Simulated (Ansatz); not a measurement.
# CsI (Pm-3m) in Ansatz: equation of state

Aim: energy against volume of CsI in PBE, for its equilibrium volume and stiffness.

Everything below comes from runs of Ansatz 0.2.0. Logs are shortened: lines on timing, memory, paths and dates and some standing lists are left out, and cuts for length are marked.

### 1 The crystal as given

It takes space group Pm-3m (No. 221, cubic). Conventional cell: a = 4.567 Å, b = 4.567 Å, c = 4.567 Å, α = 90.00°, β = 90.00°, γ = 90.00°. Around Cs (site symmetry m-3m) lie 8 I at 3.95 Å. I (site symmetry m-3m) has 8 Cs at 3.95 Å as nearest neighbours.

### 2 Equation of state, PBE

Potentials or basis: all-electron LAPW, scalar-relativistic.

No new run: the results of the series are fitted here.

Results:

```
Equilibrium volume : 50.81 Å³/atom (rough: see the caveat)
Bulk modulus       : 9.9 GPa (rough)
```

Energy against volume, from the lowest point:
```csv
volume (Å³/atom),energy (meV/atom)
44.762,28.59
45.714,19.42
46.666,12.30
47.619,6.97
48.571,3.26
49.523,0.99
50.476,0.00
```

Caveat: the minimum lies outside the volumes run. Spin-orbit coupling is left out, which matters for the levels of Cs, I.
